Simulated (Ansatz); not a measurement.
# Ga24N23: the cost of one run

Computed with Ansatz 0.2.0 (DFT PBE, scalar-relativistic, plane waves, PAW, unless a step's input says otherwise).

3 further runs of the same task are left out: 3 set aside as unsound or not needed.

## 1. Starting point

The structure is hexagonal, space group P6_3mc (No. 186). The conventional cell has a = 3.218 Å, b = 3.218 Å, c = 5.243 Å, α = 90.00°, β = 90.00°, γ = 120.00°. Ga (site symmetry 3m) has 4 N at 1.97 to 1.98 Å in its first shell of neighbours. Around N (site symmetry 3m) lie 4 Ga at 1.97 to 1.98 Å.

As a file:

```
CELL_PARAMETERS angstrom
3.21837 0.00000 0.00000
-1.60919 2.78719 0.00000
0.00000 0.00000 5.24317
ATOMIC_POSITIONS crystal
Ga 0.66667 0.33333 0.49913
Ga 0.33333 0.66667 0.99913
N 0.66667 0.33333 0.87587
N 0.33333 0.66667 0.37587
```

It goes back to an entry of the Materials Project.

This cell was relaxed beforehand with the same method: volume 11.76 Å³/atom, gap on the mesh 1.71 eV.

The host's static dielectric tensor, from an earlier linear-response run, has a mean of 10.89.

The perfect supercell (rows 0 2 -1; 2 0 -1; -2 -2 -1 in vectors of this cell) was computed beforehand with the same settings: E(σ→0) = -100030.0175 eV for 48 atoms, gap 1.71 eV on its own mesh.

## 2. Making the defect

The atom at (0.875, 0.041, 0.208) of the supercell is taken out. The other atoms start on their ideal sites. Its neighbours are 3 Ga at 1.97 Å, 1 Ga at 1.98 Å.

## 3. Charge state 0

input.yaml

```yaml
crystal:
  lattice:
    - [-3.218370816, 5.5743817707, -5.2431684095]
    - [6.4367416318, 1.0e-10, -5.2431684095]
    - [-3.2183708159, -5.5743817708, -5.2431684095]
  atoms:
    - { symbol: Ga, position: [0.000288379, 0.1669550456, 0.3336217123], spin: 0.25 }
    - { symbol: Ga, position: [0.6669550456, 0.3336217123, 0.500288379] }
    - { symbol: Ga, position: [0.3336217123, 0.000288379, 0.1669550456] }
    - { symbol: Ga, position: [0.1669550456, 0.8336217123, 0.500288379] }
    - { symbol: Ga, position: [0.8336217123, 0.500288379, 0.1669550456] }
    - { symbol: Ga, position: [0.500288379, 0.6669550456, 0.3336217123] }
    - { symbol: Ga, position: [0.1669550456, 0.3336217123, 0.000288379] }
    - { symbol: Ga, position: [0.8336217123, 0.000288379, 0.6669550456] }
    - { symbol: Ga, position: [0.500288379, 0.1669550456, 0.8336217123] }
    - { symbol: Ga, position: [0.000288379, 0.6669550456, 0.8336217123] }
    - { symbol: Ga, position: [0.6669550456, 0.8336217123, 0.000288379] }
    - { symbol: Ga, position: [0.3336217123, 0.500288379, 0.6669550456] }
    - { symbol: Ga, position: [0.000288379, 0.8336217123, 0.1669550456], spin: 0.25 }
    - { symbol: Ga, position: [0.6669550456, 0.000288379, 0.3336217123], spin: 0.25 }
    - { symbol: Ga, position: [0.3336217123, 0.6669550456, 0.000288379] }
    - { symbol: Ga, position: [0.1669550456, 0.500288379, 0.3336217123] }
    - { symbol: Ga, position: [0.8336217123, 0.1669550456, 0.000288379], spin: 0.25 }
    - { symbol: Ga, position: [0.500288379, 0.3336217123, 0.1669550456] }
    - { symbol: Ga, position: [0.1669550456, 0.000288379, 0.8336217123] }
    - { symbol: Ga, position: [0.8336217123, 0.6669550456, 0.500288379] }
    - { symbol: Ga, position: [0.500288379, 0.8336217123, 0.6669550456] }
    - { symbol: Ga, position: [0.000288379, 0.3336217123, 0.6669550456] }
    - { symbol: Ga, position: [0.6669550456, 0.500288379, 0.8336217123] }
    - { symbol: Ga, position: [0.3336217123, 0.1669550456, 0.500288379] }
    - { symbol: "N", position: [0.5413782877, 0.2080449544, 0.374711621] }
    - { symbol: "N", position: [0.2080449544, 0.874711621, 0.0413782877] }
    - { symbol: "N", position: [0.0413782877, 0.7080449544, 0.374711621] }
    - { symbol: "N", position: [0.7080449544, 0.374711621, 0.0413782877] }
    - { symbol: "N", position: [0.374711621, 0.5413782877, 0.2080449544] }
    - { symbol: "N", position: [0.0413782877, 0.2080449544, 0.874711621] }
    - { symbol: "N", position: [0.7080449544, 0.874711621, 0.5413782877] }
    - { symbol: "N", position: [0.374711621, 0.0413782877, 0.7080449544] }
    - { symbol: "N", position: [0.874711621, 0.5413782877, 0.7080449544] }
    - { symbol: "N", position: [0.5413782877, 0.7080449544, 0.874711621] }
    - { symbol: "N", position: [0.2080449544, 0.374711621, 0.5413782877] }
    - { symbol: "N", position: [0.2080449544, 0.0413782877, 0.374711621] }
    - { symbol: "N", position: [0.874711621, 0.2080449544, 0.5413782877] }
    - { symbol: "N", position: [0.5413782877, 0.874711621, 0.2080449544] }
    - { symbol: "N", position: [0.374711621, 0.7080449544, 0.5413782877] }
    - { symbol: "N", position: [0.0413782877, 0.374711621, 0.2080449544] }
    - { symbol: "N", position: [0.7080449544, 0.5413782877, 0.374711621] }
    - { symbol: "N", position: [0.374711621, 0.2080449544, 0.0413782877] }
    - { symbol: "N", position: [0.0413782877, 0.874711621, 0.7080449544] }
    - { symbol: "N", position: [0.7080449544, 0.0413782877, 0.874711621] }
    - { symbol: "N", position: [0.2080449544, 0.5413782877, 0.874711621] }
    - { symbol: "N", position: [0.874711621, 0.7080449544, 0.0413782877] }
    - { symbol: "N", position: [0.5413782877, 0.374711621, 0.7080449544] }
  host:
    lattice:
      - [3.2183708159, 0.0, 0.0]
      - [-1.609185408, 2.7871908854, 0.0]
      - [0.0, 0.0, 5.2431684095]
    atoms:
      - { symbol: Ga, position: [0.6666666667, 0.3333333333, 0.4991348631] }
      - { symbol: Ga, position: [0.3333333333, 0.6666666667, 0.9991348631] }
      - { symbol: "N", position: [0.6666666667, 0.3333333333, 0.8758651369] }
      - { symbol: "N", position: [0.3333333333, 0.6666666667, 0.3758651369] }
basis:
  ecutwfc: 420
  xc_grid: 2
kpoints:
  mp_grid: { grid: [2, 2, 2], shift: [0.0, 0.0, 0.0] }
hamiltonian:
  xc: pbe
scf:
  occupations: { method: gaussian, width: 0.01 }
output:
  forces: true
  stress: false
  eigenvalues: true
  populations: true
  charged_corrections:
    defect_position: [0.87471162, 0.04137829, 0.20804495]
    epsilon: [[10.4928, 0.0, 0.0], [0.0, 10.4928, 0.0], [0.0, 0.0, 11.6882]]
magnetization:
  spin_polarized: true
relax:
  adjacent_minimum: "off"
  f_tol: 0.025
  max_steps: 45
```

Started as:

```bash
$ ansatz run input.yaml --threads 4 --pin off --max-ram 10240MiB --backend cpu --events-out ev --progress --plain --runs-dir out
```

What time and memory should one allow on 4 threads of Oxide Virtual Turin-like (Zen 5), shared host?

About 2 min, with a peak of 3.1 GiB.
